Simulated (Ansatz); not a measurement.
# SnO: shifting one sublattice

Aim: for SnO, map the energy as every Sn atom is pushed off its site.

Program: Ansatz 0.2.0. Level of theory: DFT r2SCAN, scalar-relativistic, plane waves, PAW. These are calculated values, not measurements.

2 further runs of the same task are left out: 2 set aside as unsound or not needed. Runs told in other sessions of the task aren't counted.

## (1) The structure to begin with

The structure is tetragonal, space group P4/nmm (No. 129). The conventional cell has a = 3.808 Å, b = 3.808 Å, c = 4.941 Å, α = 90.00°, β = 90.00°, γ = 90.00°. Around Sn (site symmetry 4mm) lie 4 O at 2.22 Å. Around O (site symmetry -4m2) lie 4 Sn at 2.22 Å.

As a file:

```xyz
8
Lattice="2.6924 -2.6924 0.0000 2.6924 2.6924 0.0000 0.0000 0.0000 9.8814" Properties=species:S:1:pos:R:3 pbc="T T T"
Sn    2.6924   -1.3467    8.5582
Sn    2.6924    1.3467    1.3232
Sn    2.6924   -1.3457    3.6175
Sn    2.6924    1.3457    6.2638
O     1.3462    0.0005    2.4703
O     4.0386   -0.0005    7.4110
O     1.3462   -0.0005    7.4110
O     4.0386    0.0005    2.4703
```

It goes back to an entry of the Materials Project, which need not be the stable form.

It is the result of an earlier relaxation at this level (volume 17.91 Å³/atom; gap on the mesh: 0.37 eV).

## (2) The reference cell

The reference gives a free energy of -26429.3845 eV, pressure 0.01 GPa, largest force 0.003 eV/Å and gap on the mesh 0.37 eV. It was computed beforehand with the settings of the runs below.

## (3) The scan: shifting one sublattice

Every Sn atom is moved by x along the Cartesian unit vector (0.000, 0.000, 1.000); the cell and all other atoms stay fixed. Forces below are components along that vector, summed over the moved atoms.

## (4) At x = -0.200 Å

input.yaml

```yaml
crystal:
  lattice:
    - [2.6923937338, -2.6923902845, 0.0]
    - [2.6923937338, 2.6923902845, 0.0]
    - [0.0, 0.0, 9.8813501683]
  atoms:
    - { symbol: Sn, position: [0.7500922691, 0.2499077309, 0.8458558809] }
    - { symbol: Sn, position: [0.2499077309, 0.7500922691, 0.1136638211] }
    - { symbol: Sn, position: [0.7499077309, 0.2500922691, 0.3458558809] }
    - { symbol: Sn, position: [0.2500922691, 0.7499077309, 0.6136638211] }
    - { symbol: O, position: [0.249899182, 0.250100818, 0.25] }
    - { symbol: O, position: [0.750100818, 0.749899182, 0.75] }
    - { symbol: O, position: [0.250100818, 0.249899182, 0.75] }
    - { symbol: O, position: [0.749899182, 0.750100818, 0.25] }
basis:
  ecutwfc: 500
kpoints:
  mp_grid: { grid: [10, 10, 4] }
hamiltonian:
  xc: r2scan
scf:
  occupations: { method: gaussian, width: 0.03 }
output:
  forces: true
  stress: true
  eigenvalues: true
```

Run with:

```sh
ansatz run input.yaml --threads 2 --pin off --max-ram 5120MiB --backend cpu --events-out ev --progress --plain --runs-dir out
```

The log of the run (excerpt; [...] marks lines left out):

```text
Warning: RAYON_NUM_THREADS=2 ignored (pool sized by the plan → 2); use --threads N
[...]
Pseudopotentials: kind: paw
Pseudopotential: Sn, paw, valence charge 14, recommended cutoff 500 eV (meta_gga), Sn.paw.azcp
Pseudopotential: O, paw, valence charge 6, recommended cutoff 500 eV (meta_gga), O.paw.azcp
Functional definition: r2SCAN
[...]
Crystal: 8 atoms, lattice volume = 143.259 Å³
Basis set: ecut = 500 eV, 3621 PW (Γ), exchange–correlation on 120×120×300 points (64 copies of the dense FFT grid, shifted against one another)
Bands: 48, of which v1, the nominal top of the filled ones, is band 40 counted from 1 (39 counted from 0)
Symmetry: 4 space group operations
Space group: Cmc21 (ITA 36), of the structure as read, at distance tolerance 5.2e-5 Å
k-points: 93 of 400 (time reversal used)
[...]
SCF iter   1: F=—  HF=-26428.619406 eV  |F-HF|=—  |Δ(HF+E_count)|=         —  Δρ=8.69e-3  dr2=9.91e-2  dr2_τ=2.42e-1  ethr=1.77e-3  ⟨swp⟩=6.5  Hψ=17558  notcnv=0  defer=1
[...]
SCF iter   7: F=-26428.774846 eV  HF=-26428.774846 eV  |F-HF|=5.73e-8  |Δ(HF+E_count)|=   4.86e-7  Δρ=6.83e-6  dr2=6.14e-8  dr2_τ=2.62e-9  ethr=1.25e-10  ⟨swp⟩=9.1  Hψ=22632  notcnv=0
[...]
SCF converged after 7 iterations
Free energy (F): -26428.774846 eV
[...]
E sigma→0 (E₀):  -26428.774846 eV
Fermi energy:    9.759597 eV
[...]
--- Forces (eV/Å), atoms counted from 1 ---
  atom   1  Sn     0.00000000    -0.00004834     1.82134099
  atom   2  Sn     0.00000000    -0.00000532     1.14028901
  atom   3  Sn     0.00000000     0.00004834     1.82134099
  atom   4  Sn     0.00000000     0.00000532     1.14028901
  atom   5  O      0.00006592    -0.00047553    -1.48083228
  atom   6  O      0.00006592     0.00047553    -1.48083228
  atom   7  O     -0.00006592     0.00047553    -1.48083228
  atom   8  O     -0.00006592    -0.00047553    -1.48083228
[...]
--- Stress (GPa, compression-positive) ---
        1.644175       0.000000       0.000000
        0.000000       1.644394       0.000000
        0.000000       0.000000      -0.622794
  P = ⅓ Tr σ = 0.8886 GPa (8.886 kbar)
--- Band table (eV; the first three rows and the last of 93) ---
[...]
```

It took 46 s on 2 threads of Oxide Virtual Turin-like (Zen 5), shared host; peak memory 1 GiB.

## (5) Point x = 0.150 Å

input.yaml

```yaml
crystal:
  lattice:
    - [2.6923937338, -2.6923902845, 0.0]
    - [2.6923937338, 2.6923902845, 0.0]
    - [0.0, 0.0, 9.8813501683]
  atoms:
    - { symbol: Sn, position: [0.7500922691, 0.2499077309, 0.8812761417] }
    - { symbol: Sn, position: [0.2499077309, 0.7500922691, 0.1490840819] }
    - { symbol: Sn, position: [0.7499077309, 0.2500922691, 0.3812761417] }
    - { symbol: Sn, position: [0.2500922691, 0.7499077309, 0.6490840819] }
    - { symbol: O, position: [0.249899182, 0.250100818, 0.25] }
    - { symbol: O, position: [0.750100818, 0.749899182, 0.75] }
    - { symbol: O, position: [0.250100818, 0.249899182, 0.75] }
    - { symbol: O, position: [0.749899182, 0.750100818, 0.25] }
basis:
  ecutwfc: 500
kpoints:
  mp_grid: { grid: [10, 10, 4] }
hamiltonian:
  xc: r2scan
scf:
  occupations: { method: gaussian, width: 0.03 }
output:
  forces: true
  stress: true
  eigenvalues: true
  write_density: true
  write_potential: true
  elf: true
  volumetric_format: npy
```

Run with:

```sh
ansatz run input.yaml --threads 2 --pin off --max-ram 5120MiB --backend cpu --events-out ev --progress --plain --runs-dir out
```

The log of the run (excerpt; [...] marks lines left out):

```text
Warning: RAYON_NUM_THREADS=2 ignored (pool sized by the plan → 2); use --threads N
[...]
[... 4 set-up lines as earlier in the session ...]
[...]
Crystal: 8 atoms, lattice volume = 143.259 Å³
Basis set: ecut = 500 eV, 3621 PW (Γ), exchange–correlation on 120×120×300 points (64 copies of the dense FFT grid, shifted against one another)
Bands: 48, of which v1, the nominal top of the filled ones, is band 40 counted from 1 (39 counted from 0)
[... 2 set-up lines as earlier in the session ...]
k-points: 93 of 400 (time reversal used)
[...]
SCF converged after 7 iterations
Free energy (F): -26429.037302 eV
[...]
E sigma→0 (E₀):  -26429.037302 eV
Fermi energy:    9.785767 eV
[...]
--- Forces (eV/Å), atoms counted from 1 ---
  atom   1  Sn     0.00000000     0.00005014    -0.94103141
  atom   2  Sn    -0.00000000    -0.00001277    -1.33711833
  atom   3  Sn     0.00000000    -0.00005014    -0.94103141
  atom   4  Sn    -0.00000000     0.00001277    -1.33711833
  atom   5  O     -0.00004781    -0.00045590     1.13908319
  atom   6  O     -0.00004781     0.00045590     1.13908319
  atom   7  O      0.00004781     0.00045590     1.13908319
  atom   8  O      0.00004781    -0.00045590     1.13908319
[...]
--- Stress (GPa, compression-positive) ---
        0.940469       0.000000       0.000000
        0.000000       0.940692       0.000000
        0.000000       0.000000      -0.358762
  P = ⅓ Tr σ = 0.5075 GPa (5.075 kbar)
--- Band table (eV; the first three rows and the last of 93) ---
[...]
```

It took 53 s on 2 threads of Oxide Virtual Turin-like (Zen 5), shared host; peak memory 1 GiB.

Density in a lattice plane of the grid's cell (edges 3.81 and 9.88 Å, at 0.250 of the third edge), which holds Sn and O.

Ten even steps from ' ' (0.02 e/Å³) to '@' (11.77 e/Å³):
```
              ....  
            ::@@@@::
            ::####::
    ::::            
  ..++++..          
    ::::            
                    
                    
                    
                    
              ....  
            ::@@@@::
            ::####::
    ::::            
  ..++++..          
    ::::            
                    
                    
                    
                    
```
Columns run along the first of these edges and rows up along the second, over one cell in 10 and 20 even steps from the bottom left corner. Atoms in the plane (fractional): Sn at (0.75, 0.88), Sn at (0.75, 0.38), O at (0.25, 0.25), O at (0.25, 0.75).

ELF in the same plane.

Ten even steps from '0' (0.00) to '9' (0.83):
```
5400455335
4211241001
2366322002
3999932332
7955971111
5999950000
1466410000
0000000000
1000014774
7200277777
5400455335
4211241001
2366322002
3999932332
7955971111
5999950000
1466410000
0000000000
1000014774
7200277777
```
Columns run along the first of these edges and rows up along the second, over one cell in 10 and 20 even steps from the bottom left corner. Atoms in the plane (fractional): Sn at (0.75, 0.88), Sn at (0.75, 0.38), O at (0.25, 0.25), O at (0.25, 0.75).

Both are smooth fields of the valence electrons: close to the nuclei they are not physical.

The highest ELF values outside the cores: 0.84 beside Sn, off the lines to its neighbours, 1.5 Å from Sn; 0.83 in the shell around O, 0.6 Å from O.

## (6) At x = -0.100 Å

input.yaml

```yaml
crystal:
  lattice:
    - [2.6923937338, -2.6923902845, 0.0]
    - [2.6923937338, 2.6923902845, 0.0]
    - [0.0, 0.0, 9.8813501683]
  atoms:
    - { symbol: Sn, position: [0.7500922691, 0.2499077309, 0.8559759554] }
    - { symbol: Sn, position: [0.2499077309, 0.7500922691, 0.1237838956] }
    - { symbol: Sn, position: [0.7499077309, 0.2500922691, 0.3559759554] }
    - { symbol: Sn, position: [0.2500922691, 0.7499077309, 0.6237838956] }
    - { symbol: O, position: [0.249899182, 0.250100818, 0.25] }
    - { symbol: O, position: [0.750100818, 0.749899182, 0.75] }
    - { symbol: O, position: [0.250100818, 0.249899182, 0.75] }
    - { symbol: O, position: [0.749899182, 0.750100818, 0.25] }
basis:
  ecutwfc: 500
kpoints:
  mp_grid: { grid: [10, 10, 4] }
hamiltonian:
  xc: r2scan
scf:
  occupations: { method: gaussian, width: 0.03 }
output:
  forces: true
  stress: true
  eigenvalues: true
```

Run with:

```sh
ansatz run input.yaml --threads 2 --pin off --max-ram 5120MiB --backend cpu --events-out ev --progress --plain --runs-dir out
```

The log of the run (excerpt; [...] marks lines left out):

```text
[...]
SCF converged after 7 iterations
Free energy (F): -26429.228847 eV
[...]
E sigma→0 (E₀):  -26429.228847 eV
Fermi energy:    9.807930 eV
[...]
--- Forces (eV/Å), atoms counted from 1 ---
  atom   1  Sn    -0.00000000     0.00005814     0.86418199
  atom   2  Sn     0.00000000    -0.00008180     0.68183816
  atom   3  Sn    -0.00000000    -0.00005814     0.86418199
  atom   4  Sn     0.00000000     0.00008180     0.68183816
  atom   5  O      0.00003116    -0.00044159    -0.77301453
  atom   6  O      0.00003116     0.00044159    -0.77301453
  atom   7  O     -0.00003116     0.00044159    -0.77301453
  atom   8  O     -0.00003116    -0.00044159    -0.77301453
[...]
--- Stress (GPa, compression-positive) ---
        0.426415       0.000000       0.000000
        0.000000       0.426641       0.000000
        0.000000       0.000000      -0.161501
  P = ⅓ Tr σ = 0.2305 GPa (2.305 kbar)
--- Band table (eV; the first three rows and the last of 93) ---
[...]
```

Run time: 50 s. Hardware: 2 threads of Oxide Virtual Turin-like (Zen 5), shared host; peak memory 1 GiB.

## (7) At x = 0.050 Å

Edit input.yaml of step 6 so:

```diff
@@ -6,6 +6,6 @@
   atoms:
-    - { symbol: Sn, position: [0.7500922691, 0.2499077309, 0.8559759554] }
-    - { symbol: Sn, position: [0.2499077309, 0.7500922691, 0.1237838956] }
-    - { symbol: Sn, position: [0.7499077309, 0.2500922691, 0.3559759554] }
-    - { symbol: Sn, position: [0.2500922691, 0.7499077309, 0.6237838956] }
+    - { symbol: Sn, position: [0.7500922691, 0.2499077309, 0.8711560672] }
+    - { symbol: Sn, position: [0.2499077309, 0.7500922691, 0.1389640074] }
+    - { symbol: Sn, position: [0.7499077309, 0.2500922691, 0.3711560672] }
+    - { symbol: Sn, position: [0.2500922691, 0.7499077309, 0.6389640074] }
     - { symbol: O, position: [0.249899182, 0.250100818, 0.25] }
```

Run with:

```sh
ansatz run input.yaml --threads 2 --pin off --max-ram 5120MiB --backend cpu --events-out ev --progress --plain --runs-dir out
```

The log of the run (excerpt; [...] marks lines left out):

```text
Warning: RAYON_NUM_THREADS=2 ignored (pool sized by the plan → 2); use --threads N
[...]
[... 4 set-up lines as earlier in the session ...]
[...]
Crystal: 8 atoms, lattice volume = 143.259 Å³
Basis set: ecut = 500 eV, 3621 PW (Γ), exchange–correlation on 120×120×300 points (64 copies of the dense FFT grid, shifted against one another)
Bands: 48, of which v1, the nominal top of the filled ones, is band 40 counted from 1 (39 counted from 0)
[... 2 set-up lines as earlier in the session ...]
k-points: 93 of 400 (time reversal used)
[...]
SCF converged after 7 iterations
Free energy (F): -26429.345412 eV
[...]
E sigma→0 (E₀):  -26429.345412 eV
Fermi energy:    9.821594 eV
[...]
--- Forces (eV/Å), atoms counted from 1 ---
  atom   1  Sn     0.00000000     0.00009904    -0.36561738
  atom   2  Sn     0.00000000    -0.00008763    -0.41560302
  atom   3  Sn     0.00000000    -0.00009904    -0.36561738
  atom   4  Sn     0.00000000     0.00008763    -0.41560302
  atom   5  O     -0.00001535    -0.00043289     0.39060715
  atom   6  O     -0.00001535     0.00043289     0.39060715
  atom   7  O      0.00001535     0.00043289     0.39060715
  atom   8  O      0.00001535    -0.00043289     0.39060715
[...]
--- Stress (GPa, compression-positive) ---
        0.113366       0.000000       0.000000
        0.000000       0.113594       0.000000
        0.000000       0.000000      -0.039763
  P = ⅓ Tr σ = 0.0624 GPa (0.624 kbar)
--- Band table (eV; the first three rows and the last of 93) ---
[...]
```

Run time: 62 s. Hardware: 2 threads of Oxide Virtual Turin-like (Zen 5), shared host; peak memory 1 GiB.

## (8) Results of the scan

All points in order; energies are free energies above the reference cell:

```
 x (Å)  ΔE (meV/cell)  force on the moved atoms (eV/Å)  pressure (GPa)  gap on the mesh (eV)
-0.200          609.7                            5.923             0.9                  0.26
-0.100          155.7                            3.092             0.2                  0.34
 0.000            0.0                            0.000             0.0                  0.37
 0.050           39.1                           -1.562             0.1                  0.36
 0.150          347.2                           -4.556             0.5                  0.31
```

## (9) Outcome

| quantity | value |
| --- | --- |
| force constant along x, from the points at -0.100, 0 and 0.050 Å | 31.14 eV/Å² for the 4 moved atoms together |

What this shows: The restoring force grows by 31.14 eV/Å per Å near the site for the 4 atoms together, 7.78 on average. No sampled point lies below the undisturbed cell. The gap on the mesh stays between 0.26 and 0.37 eV.

Spin-orbit coupling is left out, though the cell holds Sn; it can move the gap.
